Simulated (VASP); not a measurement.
# CdF2 (Fm-3m) in VASP: notebook

The runs below take CdF2 through single point, with HSE06, PBEsol.

Everything below comes from runs of VASP 6.6.1. Logs are shortened: lines on timing, memory, paths and dates and some standing lists are left out, and cuts for length are marked.

### Step 1. Starting point

The structure is cubic, space group Fm-3m (No. 225). The conventional cell has a = 5.365 Å, b = 5.365 Å, c = 5.365 Å, α = 90.00°, β = 90.00°, γ = 90.00°. Cd (site symmetry m-3m) has 8 F at 2.32 Å as nearest neighbours. F (site symmetry -43m) has 4 Cd at 2.32 Å as nearest neighbours.

### Step 2. Single point, HSE06

Input file POSCAR:

```
CdF2
1.0
    0.0000000000      2.6825809990      2.6825809990
    2.6825809990      0.0000000000      2.6825809990
    2.6825809990      2.6825809990      0.0000000000
Cd F
1 2
Direct
    0.0000000000      0.0000000000      0.0000000000
    0.2500000000      0.2500000000      0.2500000000
    0.7500000000      0.7500000000      0.7500000000
```

Input file INCAR.step1:

```
PREC     = Accurate       # precision mode
ENCUT    = 520            # plane-wave cutoff, eV
EDIFF    = 1E-5           # SCF threshold, eV
ISMEAR   = 0              # smearing method
SIGMA    = 0.01           # smearing width, eV
LREAL    = False          # projectors in reciprocal space
LASPH    = True           # aspherical terms in the spheres
NELM     = 100            # most SCF steps
ALGO     = Normal         # electronic algorithm
ISIF     = 2              # what is computed and relaxed
LWAVE    = True           # write WAVECAR
GGA      = PE             # functional
NBANDS   = 20             # bands
```

Input file INCAR.step2:

```
PREC     = Accurate       # precision mode
ENCUT    = 520            # plane-wave cutoff, eV
EDIFF    = 1E-6           # SCF threshold, eV
ISMEAR   = 0              # smearing method
SIGMA    = 0.01           # smearing width, eV
LREAL    = False          # projectors in reciprocal space
LASPH    = True           # aspherical terms in the spheres
NELM     = 100            # most SCF steps
ALGO     = Normal         # electronic algorithm
ISIF     = 2              # what is computed and relaxed
LWAVE    = False          # write WAVECAR
LCHARG   = True           # write CHGCAR
GGA      = PE             # functional
LHFCALC  = True           # exact exchange
HFSCREEN = 0.2079         # screening, 1/A
PRECFOCK = Normal       
LELF     = True           # ELF
LVHAR    = True         
ISTART   = 1            
NBANDS   = 20             # bands
```

Input file KPOINTS:

```
regular mesh
0
Gamma
  4 4 4
```

Potentials or basis: VASP PAW PBE potentials, release 64 (Cd, F).

Command:

```sh
$ cat potpaw_PBE.64/Cd/POTCAR potpaw_PBE.64/F/POTCAR > POTCAR
$ cp INCAR.step1 INCAR
$ mpirun -np 1 vasp_std > vasp.out
$ cp INCAR.step2 INCAR
$ mpirun -np 1 vasp_std > vasp.out
```

OUTCAR:

```text
PREC = Accurate
   ENCUT = 520
   EDIFF = 1E-6
   ISMEAR = 0
   LREAL = False
   LASPH = True
   NELM = 100
   ISIF = 2
   GGA = PE
   LHFCALC = True
   HFSCREEN = 0.2079
   PRECFOCK = Normal
   ISTART = 1

 ion  position               nearest neighbor table
   1  0.000  0.000  0.000-   3 2.32   3 2.32   3 2.32   2 2.32   3 2.32   2 2.32   2 2.32   2 2.32

   2  0.250  0.250  0.250-   1 2.32   1 2.32   1 2.32   1 2.32
   3  0.750  0.750  0.750-   1 2.32   1 2.32   1 2.32   1 2.32

  LATTYP: Found a face centered cubic cell.
 ALAT       =     5.3651619980

  Lattice vectors:

 A1 = (   0.0000000000,   2.6825809990,   2.6825809990)
 A2 = (   2.6825809990,   0.0000000000,   2.6825809990)
 A3 = (   2.6825809990,   2.6825809990,   0.0000000000)

Analysis of symmetry for initial positions (statically):
=====================================================================
 Subroutine PRICEL returns:
 Original cell was already a primitive cell.

 Routine SETGRP: Setting up the symmetry group for a
 face centered cubic supercell.

 Subroutine GETGRP returns: Found 48 space group operations
 (whereof 48 operations were pure point group operations)
 out of a pool of 48 trial point group operations.

The static configuration has the point symmetry O_h .

Analysis of symmetry for dynamics (positions and initial velocities):
=====================================================================
 Subroutine PRICEL returns:
 Original cell was already a primitive cell.

 Routine SETGRP: Setting up the symmetry group for a
 face centered cubic supercell.

 Subroutine GETGRP returns: Found 48 space group operations
 (whereof 48 operations were pure point group operations)
 out of a pool of 48 trial point group operations.

The dynamic configuration has the point symmetry O_h .

 Subroutine INISYM returns: Found 48 space group operations
 (whereof 48 operations are pure point group operations),
 and found     1 'primitive' translations

----------------------------------------------------------------------------------------

                                     Primitive cell

  volume of cell :      38.6090

  direct lattice vectors                    reciprocal lattice vectors
     0.000000000  2.682580999  2.682580999    -0.186387662  0.186387662  0.186387662
     2.682580999  0.000000000  2.682580999     0.186387662 -0.186387662  0.186387662
     2.682580999  2.682580999  0.000000000     0.186387662  0.186387662 -0.186387662

[... 75 lines left out ...]
   ISYM   =      3    0-nonsym 1-usesym 2-fastsym
   POTIM  = 0.5000    time-step for ionic-motion
   TEBEG  =    0.0;   TEEND  =   0.0 temperature during run
   PSTRESS=    0.0 pullay stress
   NELECT =      26.0000    total number of electrons
   NUPDOWN=      -1.0000    fix difference up-down
   EMIN   =  10.00;   EMAX   =-10.00  energy-range for DOS
   EFERMI =   0.00;   METHOD = LEGACY
   ISMEAR =     0;   SIGMA  =   0.01  broadening in eV -4-tet -1-fermi 0-gaus
   EFERMI_NEDOS =   21; number of points for ismear=-14 and -15
   IALGO  =     38    algorithm
   IMIX   =      1    mixing-type and parameters
     AMIX     =   0.40;   BMIX     =  1.00
     AMIX_MAG =   1.60;   BMIX_MAG =  1.00
  volume/ion in A,a.u.               =      12.87        86.85
  Fermi-wavevector in a.u.,A,eV,Ry     =   1.434949  2.711660 28.015462  2.059078
  Thomas-Fermi vector in A             =   2.554301
   LORBIT       =      0    0 simple, 1 ext, 2 COOP (PROOUT), +10 PAW based schemes
   GGA     = PE    functional components
   LHFCALC =     T    Hartree Fock is set to
   PRECFOCK=normal    Normal, Fast or Accurate (Low or Medium for compatibility)
   ENCUT4O =  -1.0   cutoff for four orbital integrals eV
   NKREDX  =     1    reduce k-point grid by
   NKREDY  =     1    reduce k-point grid by
   NKREDZ  =     1    reduce k-point grid by
   AEXX    =    0.2500 exact exchange contribution
   HFSCREEN=    0.2079 screening length (either q_TF or 0.3 A-1)
   HFSCREENC=   0.2079 screening length for correlation (either q_TF or 0.3 A-1)
   ENCUTFOCK=  -1.0 apply spherical cutoff to Coloumb kernel
   IVDW    =     0    specifies the selected vdW correction
   LEPSILON=     F    determine dielectric tensor
   LRPA    =     F    only Hartree local field effects (RPA)
 non-spin polarized calculation
 Gauss-broadening in eV      SIGMA  =   0.01
  energy-cutoff  :      520.00
  volume of cell :       38.61
 maximum number of plane-waves:      1056
  NGX = 24; NGY = 24; NGZ = 24

 number of electron      25.9999999 magnetization

 Free energy of the ion-electron system (eV)
  ---------------------------------------------------
  ext. energy  EPLUGINS =         0.00000000
  ---------------------------------------------------
  free energy    TOTEN  =       -14.35071357 eV

  energy without entropy =      -14.35071357  energy(sigma->0) =      -14.35071357

 E-fermi :  -2.6465     XC(G=0):  -8.5552

 val. band max:       -2.7664549402   @ k =  -0.2500   0.5000   0.2500
 cond. band min:       2.4469042238   @ k =   0.0000   0.0000   0.0000
 fundamental gap:      5.2133591640
 Fermi energy:        -2.6465023034

 k-point     1 :       0.0000    0.0000    0.0000
  band No.  band energies     occupation
      1     -25.3055      2.00000
      2     -24.1294      2.00000
      3      -8.8513      2.00000
      4      -8.8513      2.00000
      5      -8.8513      2.00000
      6      -7.4909      2.00000
[... 173 lines left out ...]
     19      18.9082      0.00000
     20      21.1136      0.00000

------------------------ aborting loop because EDIFF is reached ----------------------------------------

  FORCE on cell =-STRESS in cart. coord.  units (eV):
  Direction    XX          YY          ZZ          XY          YZ          ZX
  --------------------------------------------------------------------------------------
  -------------------------------------------------------------------------------------
  Total        1.0179163      1.0179163      1.0179163      0.0000000      0.0000000      0.0000000
  in kB       42.2409922     42.2409922     42.2409922      0.0000000      0.0000000      0.0000000
  external PRESSURE =      42.2409922 kB  Pullay stress =       0.0000000 kB

 VOLUME and BASIS-vectors are now :
 -----------------------------------------------------------------------------
  energy-cutoff  :      520.00
  volume of cell :       38.61
      direct lattice vectors                 reciprocal lattice vectors
     0.000000000  2.682580999  2.682580999    -0.186387662  0.186387662  0.186387662
     2.682580999  0.000000000  2.682580999     0.186387662 -0.186387662  0.186387662
     2.682580999  2.682580999  0.000000000     0.186387662  0.186387662 -0.186387662

 POSITION                                       TOTAL-FORCE (eV/Angst)
 -----------------------------------------------------------------------------------
      0.00000      0.00000      0.00000         0.000000     -0.000000     -0.000000
      1.34129      1.34129      1.34129        -0.000000      0.000000     -0.000000
      4.02387      4.02387      4.02387        -0.000000     -0.000000      0.000000
 -----------------------------------------------------------------------------------
    total drift:                               -0.000007     -0.000010     -0.000010

  FREE ENERGIE OF THE ION-ELECTRON SYSTEM (eV)
  ---------------------------------------------------
  free  energy   TOTEN  =       -14.3507135692 eV

  energy  without entropy=      -14.3507135692  energy(sigma->0) =      -14.35071357
```

OSZICAR.step1:

```text
N       E                     dE             d eps       ncg     rms          rms(c)
DAV:   1     0.208039476959E+03    0.20804E+03   -0.15379E+04   320   0.132E+03
DAV:   2    -0.238707287650E+01   -0.21043E+03   -0.20345E+03   336   0.348E+02
DAV:   3    -0.124764926004E+02   -0.10089E+02   -0.10059E+02   360   0.824E+01
DAV:   4    -0.125267308032E+02   -0.50238E-01   -0.50233E-01   340   0.596E+00
DAV:   5    -0.125269119658E+02   -0.18116E-03   -0.18116E-03   356   0.320E-01    0.104E+01
DAV:   6    -0.108059474645E+02    0.17210E+01   -0.39186E+00   396   0.362E+01    0.761E+00
DAV:   7    -0.108495629032E+02   -0.43615E-01   -0.86289E-01   320   0.827E+00    0.435E+00
DAV:   8    -0.108431559621E+02    0.64069E-02   -0.12613E-01   328   0.339E+00    0.686E-01
DAV:   9    -0.108351684248E+02    0.79875E-02   -0.30981E-02   372   0.219E+00    0.853E-02
DAV:  10    -0.108357334010E+02   -0.56498E-03   -0.27717E-03   328   0.555E-01    0.116E-01
DAV:  11    -0.108358272198E+02   -0.93819E-04   -0.99101E-05   340   0.951E-02    0.360E-02
DAV:  12    -0.108358480952E+02   -0.20875E-04   -0.31571E-05   312   0.511E-02    0.180E-02
DAV:  13    -0.108358497501E+02   -0.16548E-05   -0.55348E-06   268   0.194E-02
   1 F= -.10835850E+02 E0= -.10835850E+02  d E =-.106705E-43
```

Run time: 5.5 min. Hardware: 1 thread of Intel Xeon 6975P-C (Granite Rapids), shared host; peak memory 0.26 GiB.

Results:

- Free energy: -14.3507 eV
- Pressure: 4.2 GPa
- Band gap on the k mesh: 5.21 eV, indirect (least direct gap 5.78 eV)

Levels at points of the mesh, in eV from the valence-band top:
```tsv
k point	band 10	band 11	band 12	band 13	band 14	band 15	band 16	band 17
(0.00, 0.00, 0.00)	-1.05	-0.56	-0.56	-0.56	5.21	15.04	15.04	15.04
(0.50, 0.00, 0.00)	-1.98	-1.98	-0.44	-0.44	9.61	11.29	17.12	17.12
(0.50, 0.50, 0.00)	-3.18	-0.55	-0.10	-0.10	10.55	11.96	13.92	16.94
```

Caveat: the k mesh is coarse (spacing up to 0.51 Å⁻¹), so the values aren't converged, least of all with exact exchange; the PAW data sets were made with another functional, which shifts forces and pressure a little. A k mesh can miss the band edges.

(Continued in part 2 of 2.)
